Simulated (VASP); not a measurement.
# Ge (strained diamond), r²SCAN single-point calculation: Ansatz's output and VASP's

```xyz
2
Lattice="0.0000 2.8085 2.8085 2.8085 0.0000 2.8085 2.8085 2.8085 0.0000" Properties=species:S:1:pos:R:3 pbc="T T T"
Ge    0.0000    0.0000    0.0000
Ge    1.4043    1.4043    1.4043
```

Ansatz printed

```
SCF 1 converged in 6 iterations: F = -8605.795726 eV  dr2 = 4.68e-10
  greatest PAW one-centre occupation: 0.998 electrons in one spin orbital (limit 2), on the Ge atom at site 1 (counted from 0), in its partial waves of l = 2
NSCF: frozen V_eff on 6 k-points
SCF converged after 6 iterations
Free energy (F): -8605.795726 eV
Harris-Foulkes:  -8605.795726 eV  (|F-HF|=1.29e-9)
Internal energy: -8605.795726 eV  (E = F + TS)
E sigma→0 (E₀):  -8605.795726 eV
Fermi energy:    8.672935 eV
--- Per-component energies (eV) ---
  E_band       = -310.535231
  E_kinetic    = 222.895782
  E_local      = -4912.959748  (includes V_loc(G=0)·N_el)
  E_nonlocal   = 840.433618
  E_hartree    = 2159.837067
  E_xc         = -138.646725
  E_vxc        = -136.416092  (∫ρ·V_xc dr)
  E_paw        = -4068.526116  (= ΣΔE_a)
  E_vpaw       = -651.800572  (= ΣTr[D̂ρ^β])
  E_aug_tail   = 0.000043  (compensation charges beyond the density's cutoff)
  E_vtau       = 7.635942  (kinetic-family band-sum trace: ∫τ·v_τ [+ j·A + Jᵃ·Aᵃ] dr)
  E_ewald      = -2706.658115
  E_core_change = -2.171532  (= ΣΔE_core)
  E_smearing   = -0.000000  (= −TS)
  E_closure    = 0.000000  (closes the sum)
  Σ components = -8605.795726   (vs F -8605.795726, Δ=0.00e0)
--- Forces (eV/Å), atoms counted from 1 ---
  atom   1  Ge    -0.00000000    -0.00000000     0.00000000
  atom   2  Ge     0.00000000    -0.00000000     0.00000000
  max |Σ_I F_I| component: 3.70e-17 eV/Å
--- Stress (GPa, compression-positive) ---
        2.310953      -0.000000       0.000000
        0.000000       2.310953       0.000000
        0.000000      -0.000000       2.310953
  P = ⅓ Tr σ = 2.3110 GPa (23.110 kbar)
--- Band table (eV; the first three rows and the last of 29) ---
  k-point 0: bands = ["-16.7755", "-16.7755", "-16.7755", "-16.7343", "-16.7343", "-16.5015", "-16.5015", "-16.5015", "-16.4802", "-16.4802", "-4.7999", "8.6729", "8.6729", "8.6729", "9.3308", "11.4069", "11.4069", "11.4069"]
  k-point 1: bands = ["-16.7845", "-16.7845", "-16.7728", "-16.7214", "-16.7214", "-16.5125", "-16.5125", "-16.5048", "-16.4712", "-16.4712", "-4.5959", "6.3613", "8.3108", "8.3108", "10.1173", "11.8910", "11.8910", "12.5496"]
  k-point 2: bands = ["-16.7956", "-16.7956", "-16.7660", "-16.7021", "-16.7021", "-16.5264", "-16.5264", "-16.5127", "-16.4610", "-16.4610", "-4.0035", "3.8106", "7.7196", "7.7196", "9.7133", "12.5710", "12.5710", "14.9217"]
  k-point 28: bands = ["-16.8282", "-16.8282", "-16.6709", "-16.6709", "-16.6137", "-16.6137", "-16.5777", "-16.5777", "-16.4249", "-16.4249", "-0.5147", "-0.5147", "4.5117", "4.5117", "13.4670", "13.4670", "13.7534", "13.7534"]
```

The two codes use different PAW datasets and cutoffs. VASP's cell holds 28 valence electrons and Ansatz's 28. Ansatz's stress includes a Pulay correction; VASP's doesn't.

Problem. What does VASP give for the same cell and level of theory?

Solution. gap between bands v and c 0.52 eV; least direct gap 0.62 eV; pressure 2.4 GPa.

From OUTCAR

```
k-points           NKPTS =     29   k-points in BZ     NKDIM =     29   number of bands    NBANDS=     21

   NELECT =      28.0000    total number of electrons

   dimension x,y,z NGX =    30 NGY =   30 NGZ =   30
   dimension x,y,z NGXF=    60 NGYF=   60 NGZF=   60

  energy-cutoff  :      520.00
  volume of cell :       44.31
      direct lattice vectors                 reciprocal lattice vectors
     0.000000000  2.808504777  2.808504777    -0.178030675  0.178030675  0.178030675
     2.808504777  0.000000000  2.808504777     0.178030675 -0.178030675  0.178030675
     2.808504777  2.808504777  0.000000000     0.178030675  0.178030675 -0.178030675

 k-points in reciprocal lattice and weights: KPOINTS created by Atomic Simulation Env
   0.00000000  0.00000000  0.00000000       0.002
   0.12500000  0.00000000  0.00000000       0.016
   0.25000000  0.00000000  0.00000000       0.016
   0.37500000  0.00000000  0.00000000       0.016
   0.50000000  0.00000000  0.00000000       0.008
   0.12500000  0.12500000  0.00000000       0.012
   0.25000000  0.12500000  0.00000000       0.047
   0.37500000  0.12500000  0.00000000       0.047
   ...

 E-fermi :   5.0722

 k-point     1 :       0.0000    0.0000    0.0000
  band No.  band energies     occupation
      1     -20.5087      2.00000
      2     -20.5087      2.00000
      3     -20.5087      2.00000
      4     -20.4675      2.00000
      5     -20.4675      2.00000
      6     -20.2377      2.00000
      7     -20.2377      2.00000
      8     -20.2376      2.00000
      9     -20.2152      2.00000
     10     -20.2152      2.00000
     11      -8.4592      2.00000
     12       5.0190      2.00000
     13       5.0191      2.00000
     14       5.0191      2.00000
     15       5.6345      0.00000
     16       7.7395      0.00000
     17       7.7396      0.00000
     18       7.7396      0.00000
     19      12.1441      0.00000
     20      15.0094      0.00000
     21      15.0094      0.00000

 k-point     2 :       0.1250    0.0000    0.0000
  band No.  band energies     occupation
      1     -20.5176      2.00000
      2     -20.5176      2.00000
      3     -20.5060      2.00000
      4     -20.4547      2.00000
      5     -20.4547      2.00000
      6     -20.2481      2.00000
      7     -20.2480      2.00000
      8     -20.2408      2.00000
      9     -20.2067      2.00000
     10     -20.2067      2.00000
     11      -8.2554      2.00000
     12       2.6962      2.00000
     13       4.6558      2.00000
     14       4.6559      2.00000
     15       6.4350      0.00000
     16       8.2245      0.00000
     17       8.2245      0.00000
     18       8.8797      0.00000
     19      13.0739      0.00000
     20      14.1073      0.00000
     21      14.1073      0.00000

 k-point     3 :       0.2500    0.0000    0.0000
  band No.  band energies     occupation
      1     -20.5287      2.00000
      2     -20.5286      2.00000
      3     -20.4994      2.00000
      4     -20.4355      2.00000
      5     -20.4355      2.00000
      6     -20.2615      2.00000
      7     -20.2615      2.00000
      8     -20.2487      2.00000
      9     -20.1971      2.00000
     10     -20.1970      2.00000
     11      -7.6632      2.00000
     12       0.1477      2.00000
     13       4.0636      2.00000
     14       4.0637      2.00000
     15       6.0347      0.00000
     16       8.9059      0.00000
     17       8.9060      0.00000
     18      11.2461      0.00000
     19      13.6917      0.00000
     20      13.8614      0.00000
     21      13.8614      0.00000

 k-point     4 :       0.3750    0.0000    0.0000
  band No.  band energies     occupation
      1     -20.5341      2.00000
      2     -20.5341      2.00000
      3     -20.4926      2.00000
      4     -20.4240      2.00000
      5     -20.4240      2.00000
      6     -20.2680      2.00000
      7     -20.2680      2.00000
      8     -20.2567      2.00000
      9     -20.1923      2.00000
     10     -20.1922      2.00000
     11      -6.7929      2.00000
     12      -1.9551      2.00000
     13       3.6444      2.00000
     14       3.6446      2.00000
     15       5.6667      0.00000
     16       9.0641      0.00000
     17       9.0642      0.00000
     18      12.8263      0.00000
     19      14.1179      0.00000
     20      15.1341      0.00000
     21      15.1341      0.00000

 ...

  Total        0.6557118      0.6557118      0.6557118      0.0000000      0.0000000     -0.0000000
  in kB       23.7119932     23.7119932     23.7119932      0.0000000      0.0000000     -0.0000000
  external PRESSURE =      23.7119932 kB  Pullay stress =       0.0000000 kB

 POSITION                                       TOTAL-FORCE (eV/Angst)
 -----------------------------------------------------------------------------------
      0.00000      0.00000      0.00000         0.000000     -0.000000     -0.000000
      1.40425      1.40425      1.40425        -0.000000      0.000000      0.000000
 -----------------------------------------------------------------------------------
    total drift:                                0.000000     -0.000000      0.000000

  FREE ENERGIE OF THE ION-ELECTRON SYSTEM (eV)
  ---------------------------------------------------
  free  energy   TOTEN  =       -27.7255479894 eV

  energy  without entropy=      -27.7255479894  energy(sigma->0) =      -27.72554799
```
